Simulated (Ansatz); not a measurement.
The geometry is COD entry 2102244, unchecked; take it as a test cell.

An input for WC: DFT, PBE, all-electron LAPW, scalar-relativistic (Ansatz 0.2.0).

Command: `ansatz run input.yaml --threads 1 --pin off --max-ram 3072MiB --backend cpu --events-out ev --progress --plain --runs-dir out` The run took 34 s on 1 thread of Intel(R) Xeon(R) 6975P-C (Granite Rapids), with other jobs on the host, peak memory 0.51 GiB.

```yaml
crystal:
  lattice:
    - [2.900501436, 0.0, 0.0]
    - [-1.450250718, 2.5119079273, 0.0]
    - [0.0, 0.0, 2.829]
  atoms:
    - { symbol: W, position: [0.0, 0.0, 0.0] }
    - { symbol: C, position: [0.6666666667, 0.3333333333, 0.5] }
kpoints:
  mp_grid: { grid: [13, 13, 12] }
  band_path:
    path:
      - [0.0, 0.0, 0.0]
      - [0.5, 0.0, 0.0]
      - [0.3333333333, 0.3333333333, 0.0]
      - [0.0, 0.0, 0.0]
      - [0.0, 0.0, 0.5]
      - [0.5, 0.0, 0.5]
      - [0.3333333333, 0.3333333333, 0.5]
      - [0.0, 0.0, 0.5]
      - [0.5, 0.0, 0.5]
    npoints: 14
scf:
  occupations: { method: fermi_dirac, width: 0.05 }
hamiltonian:
  xc: pbe
  pseudopotentials: { kind: all_electron, lapw: { basis_error: 0.001 } }
output:
  forces: true
  stress: true
  eigenvalues: true
  populations: true
  dos: { projected: true, de: 0.2, e_range: [-14, 8] }
```

Set-up and iterations as logged by Ansatz (the results part is left out, to be predicted):

```
W: projections on atomic orbitals take those of the free atom 1s2 2s2 2p6 3s2 3p6 3d10 4s2 4p6 4d10 4f14 5s2 5p6 5d4 6s2, of charge +0.00 (hamiltonian.pseudopotentials.projection_atoms)
C: projections on atomic orbitals take those of the free atom 1s2 2s2 2p2, of charge +0.00 (hamiltonian.pseudopotentials.projection_atoms)
LAPW: plane waves up to 9.398 Å⁻¹, error target 1.0e-3 eV per atom; small_component_spin mean_spin; C in spheres of 0.903 Å, 6 of its electrons in bands, Dirac shells []; W in spheres of 1.289 Å, 44 of its electrons in bands, Dirac shells []
Engine: ansatz 0.2.0
Pseudopotentials: kind: all_electron
Pseudopotential: W, LAPW, valence charge 44, Koelling and Harmon's equation, gaussian nucleus
Pseudopotential: C, LAPW, valence charge 6, Koelling and Harmon's equation, gaussian nucleus
Functional definition: PBE
  parameter kappa = 0.804
  parameter beta = 0.06672455060314922
  exchange = pbe_x(kappa = kappa, mu = beta*pi^2/3)
  correlation = pbe_c(beta = beta)
Crystal: 2 atoms, lattice volume = 20.612 Å³
Basis set: ecut = 336.4792604697351 eV, 315 PW (Γ), exchange–correlation at level 2
Bands: 30, of which v1, the nominal top of the filled ones, is band 25 counted from 1 (24 counted from 0)
Symmetry: 12 space group operations
Space group: P-6m2 (ITA 187), of the structure as read, at distance tolerance 2.7e-5 Å
k-points: 147 of 2028 (time reversal used)
Non-local potential: W, projectors of the file, none
Non-local potential: C, projectors of the file, none
Initial density: superposition of atomic densities (chi_scale 0.1, normalization cell, long waves kept (reshape's long-wave potential 0.00 eV rms))
Initial wavefunctions: plane waves of lowest kinetic energy (no species holds an atomic orbital)
Functional: x = pbe(κ = 0.804, μ = 0.2195149727645171), c = pbe(β = 0.06672455060314922)
iter 1 solved again at ethr=8.05e-3 eV; its pass at ethr=1.00e-1 eV (dr2=4.02e0 eV) is discarded
SCF iter   1: F=—  HF=-440240.904292 eV  |F-HF|=—  |Δ(HF+E_count)|=         —  Δρ=1.27e-1  dr2=4.02e0  ethr=8.05e-3  ⟨swp⟩=2.0  Hψ=27311  notcnv=0
iter 2 solved again at ethr=2.77e-4 eV; its pass at ethr=8.05e-3 eV (dr2=1.39e-1 eV) is discarded
SCF iter   2: F=—  HF=-440239.393400 eV  |F-HF|=—  |Δ(HF+E_count)|=    1.51e0  Δρ=2.66e-2  dr2=1.39e-1  ethr=2.77e-4  ⟨swp⟩=2.0  Hψ=22607  notcnv=0
SCF iter   3: F=—  HF=-440239.364703 eV  |F-HF|=—  |Δ(HF+E_count)|=         —  Δρ=1.21e-2  dr2=1.39e-2  ethr=2.77e-4  ⟨swp⟩=2.2  Hψ=13567  notcnv=0
the basis was enlarged: its passes take 332.1 KiB over the memory plan, 1 of 1 planned eigensolver slots
SCF iter   4: F=—  HF=-440239.369550 eV  |F-HF|=—  |Δ(HF+E_count)|=   4.85e-3  Δρ=4.11e-3  dr2=1.56e-3  ethr=2.78e-5  ⟨swp⟩=2.9  Hψ=13453  notcnv=0
SCF iter   5: F=—  HF=-440239.365830 eV  |F-HF|=—  |Δ(HF+E_count)|=   3.72e-3  Δρ=1.54e-3  dr2=3.00e-4  ethr=3.12e-6  ⟨swp⟩=2.9  Hψ=13350  notcnv=0
SCF iter   6: F=—  HF=-440239.365826 eV  |F-HF|=—  |Δ(HF+E_count)|=   3.58e-6  Δρ=1.28e-4  dr2=2.19e-6  ethr=6.00e-7  ⟨swp⟩=2.0  Hψ=12841  notcnv=0
SCF iter   7: F=—  HF=-440239.365826 eV  |F-HF|=—  |Δ(HF+E_count)|=   2.39e-8  Δρ=3.37e-5  dr2=1.63e-7  ethr=4.38e-9  ⟨swp⟩=3.0  Hψ=13187  notcnv=0
SCF iter   8: F=-440239.365826 eV  HF=-440239.365826 eV  |F-HF|=1.28e-9  |Δ(HF+E_count)|=   2.76e-8  Δρ=4.70e-6  dr2=2.36e-9  ethr=3.26e-10  ⟨swp⟩=2.9  Hψ=13210  notcnv=0
```

Task: What pressure will this run report?

Result: 8.47 GPa (positive in compression).

Task: Is there a band gap?

Result: none: bands cross the Fermi level, a metal.
